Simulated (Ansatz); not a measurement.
Input and output of a single-point calculation on ZnSnP2 as one 8-atom ordering (I-42d) on the zincblende lattice (Ansatz, PBE+SOC). The geometry is the r2SCAN minimum.

```yaml
crystal:
  lattice:
    - [-2.8252061622, 2.8252061622, 5.6635792276]
    - [2.8252061622, -2.8252061622, 5.6635792276]
    - [2.8252061622, 2.8252061622, -5.6635792276]
  atoms:
    - { symbol: Zn, position: [0.0, 0.0, 0.0] }
    - { symbol: P, position: [0.375, 0.353262186, 0.478262186] }
    - { symbol: Zn, position: [0.75, 0.25, 0.5] }
    - { symbol: P, position: [0.103262186, 0.625, -0.021737814] }
    - { symbol: Sn, position: [0.5, 0.5, 0.0] }
    - { symbol: P, position: [0.875, 0.896737814, 0.521737814] }
    - { symbol: Sn, position: [0.25, 0.75, 0.5] }
    - { symbol: P, position: [0.646737814, 0.125, 0.021737814] }
kpoints:
  mp_grid: { grid: [6, 6, 6] }
  band_path:
    path:
      - [0.0, 0.0, 0.0]
      - [0.0, 0.0, 0.5]
      - [0.25, 0.25, 0.25]
      - [0.0, 0.5, 0.0]
      - [0.5, 0.5, -0.5]
      - [0.3122097331, 0.6877902669, -0.3122097331]
      - [-0.3122097331, 0.3122097331, 0.3122097331]
      - [-0.1244194662, 0.1244194662, 0.5]
      - [0.5, 0.5, -0.1244194662]
    npoints: 1
hamiltonian:
  xc: pbe
scf:
  occupations: { method: fermi_dirac, width: 0.02 }
  n_extra_bands: 12
magnetization:
  noncollinear: true
  spin_orbit: true
output:
  forces: true
  stress: true
  eigenvalues: true
```

Some lines of the output have been replaced by numbered gaps.
```
Pseudopotential: Zn, paw_fr, valence charge 12, recommended cutoff 420 eV (normal)
Pseudopotential: P, paw_fr, valence charge 5, recommended cutoff 420 eV (normal)
Pseudopotential: Sn, paw_fr, valence charge 14, recommended cutoff 420 eV (normal)
Functional definition: PBE
Crystal: 8 atoms, lattice volume = 180.822 Å³
Basis set: ecut = 420 eV, 3555 PW (Γ)
Bands: 84, of which v1, the nominal top of the filled ones, is band 72 counted from 1 (71 counted from 0)
Symmetry: 8 space group operations + 8 with time reversal
Magnetic group: BNS 122.334 (UNI 994)
k-points: 30 of 216 (time reversal used)
Projection manifold: j_resolved (fully-relativistic pseudo-atomic orbitals)
SCF 1 converged in 9 iterations: F = -21715.303586 eV  dr2 = 9.16e-8
NSCF: frozen V_eff on 9 k-points
Free energy (F): -21715.303586 eV
[1]
--- Forces (eV/Å), atoms counted from 1 ---
[2]
--- Stress (GPa, compression-positive) ---
[3]
--- Band table (eV; the first three rows and the last of 30) ---
[4]
```

The rows of the band table are 0: (0, 0, 0) = Γ, 1: (0, 0, 1/6), 2: (0, 0, 1/3), 29: (-1/2, -1/2, -1/2) = M.

**Question.** What stood in the gaps? They hold the Fermi energy and the band table, the stress, the forces.

**Answer.**
```
[1]
Fermi energy:    7.717306 eV
[2]
  atom   1  Zn      0.00000      0.00000      0.00000
  atom   2  P     -0.08483      0.00000      0.00000
  atom   3  Zn      0.00000      0.00000      0.00000
  atom   4  P       0.00000    -0.08483      0.00000
  atom   5  Sn      0.00000      0.00000      0.00000
  atom   6  P       0.08483      0.00000      0.00000
  atom   7  Sn      0.00000      0.00000      0.00000
  atom   8  P       0.00000      0.08483      0.00000
[3]
        1.957623       0.000000       0.000000
        0.000000       1.957623       0.000000
        0.000000       0.000000       1.935825
  P = ⅓ Tr σ = 1.9504 GPa (19.504 kbar)
[4]
  k-point 0: bands = […, 4.8061, 4.8061, 7.2225, 7.2225, 7.3019, 7.3019, 7.3054, 7.3054, 8.1167, 8.1167, 8.6942, 8.6942, 8.9216, 8.9216, …]
  k-point 1: bands = […, 5.0845, 5.1313, 5.6537, 5.6662, 6.6353, 6.6841, 7.1770, 7.1858, 8.9505, 8.9526, 9.0607, 9.0677, 10.0347, 10.0581, …]
  k-point 2: bands = […, 5.4621, 5.4728, 5.6763, 5.6884, 6.0200, 6.0558, 6.8584, 6.8639, 9.1270, 9.1344, 9.1746, 9.2020, 9.9429, 9.9845, …]
  k-point 29: bands = […, 5.5932, 5.5932, 5.5932, 5.5932, 5.9139, 5.9139, 5.9139, 5.9139, 8.6659, 8.6659, 8.6659, 8.6659, 8.6976, 8.6976, …]
```
Only the leading digits can be foreseen; the rest is this run's record.

Note: simulated data, non-magnetic, for a generated structure that need not be the stable one.
